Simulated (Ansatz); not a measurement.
# AlNi: the cost of one run

Computed with Ansatz 0.2.0 (DFT r2SCAN, scalar-relativistic, plane waves, PAW, unless a step's input says otherwise).

1 further run of the same task is left out (set aside as unsound or not needed).

## 1. The starting structure

It takes space group P4/mmm (No. 123, tetragonal). The conventional cell has a = 2.860 Å, b = 2.860 Å, c = 2.870 Å, α = 90.00°, β = 90.00°, γ = 90.00°. Al (site symmetry 4/mmm) is surrounded by 8 Ni at 2.48 Å. Ni (site symmetry 4/mmm) has 8 Al at 2.48 Å as nearest neighbours.

Structure file:

```cif
data_structure
_symmetry_space_group_name_H-M 'P 1'
_symmetry_Int_Tables_number 1
_cell_length_a 2.8599
_cell_length_b 2.8599
_cell_length_c 2.8700
_cell_angle_alpha 90.000
_cell_angle_beta 90.000
_cell_angle_gamma 89.994
_cell_volume 23.47
loop_
_atom_site_label
_atom_site_type_symbol
_atom_site_fract_x
_atom_site_fract_y
_atom_site_fract_z
_atom_site_occupancy
Al1 Al 0.00000 0.00000 0.00000 1
Ni1 Ni 0.50000 0.50000 0.50000 1
```

It goes back to an entry of the Materials Project, which need not be the stable form.

This cell was relaxed beforehand with the same method: volume 11.74 Å³/atom, gap on the mesh none (metal).

## 2. The undisturbed cell

Input file input.yaml:

```yaml
crystal:
  lattice:
    - [2.0223875383, -2.0221672871, 0.0]
    - [2.0223875383, 2.0221672871, 0.0]
    - [0.0, 0.0, 2.8700173037]
  atoms:
    - { symbol: Al, position: [0.0, 0.0, 0.0] }
    - { symbol: Ni, position: [0.5, 0.5, 0.5] }
basis:
  ecutwfc: 500
kpoints:
  mp_grid: { grid: [12, 12, 12] }
hamiltonian:
  xc: r2scan
scf:
  occupations: { method: gaussian, width: 0.15 }
output:
  forces: true
  stress: true
  eigenvalues: true
  write_density: true
  write_potential: true
  elf: true
  volumetric_format: npy
```

Run with:

```bash
$ ansatz run input.yaml --threads 1 --pin off --max-ram 2560MiB --backend cpu --events-out ev --progress --plain --runs-dir out
```

Q: Estimate wall time and peak memory on 1 thread of Intel Xeon 6975P-C (Granite Rapids), shared host.

About 8.7 s, with a peak of 0.51 GiB.
